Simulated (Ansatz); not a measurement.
The system is Au.

```
Au
1.0
     0.00000    2.03500    2.03500
     2.03500    0.00000    2.03500
     2.03500    2.03500    0.00000
Au
1
Direct
  0.00000 0.00000 0.00000
```

* Program: Ansatz 0.2.0
* Task: single point
* Functional: PBE
* Potentials or basis: Ansatz PAW
* Cutoff: 420 eV (not typed: the program's choice for these potentials)
* k mesh: 11 × 11 × 11
* Occupations: fermi-dirac, width 0.05 eV
* Spin: no spin polarisation

On this cell: pressure 10.8 GPa; band gap on the k mesh none (metal or under the smearing width).

The same run follows on a disturbed copy (cell strained at random at fixed volume):

```
CELL_PARAMETERS angstrom
0.05952 2.03278 2.02390
2.06284 0.03015 2.05328
2.07413 2.07344 0.01886
ATOMIC_POSITIONS crystal
Au 0.99810 0.99583 0.01853
```

Q: What does the disturbed cell give?

A: The energy (extrapolated to zero smearing) moves by +6.7 meV/atom; pressure 11.0 GPa; band gap on the k mesh none (metal or under the smearing width).

Stress tensor (GPa, compression positive):
```
11.13 -2.20 -1.61
-2.20 10.97  0.26
-1.61  0.26 10.91
```
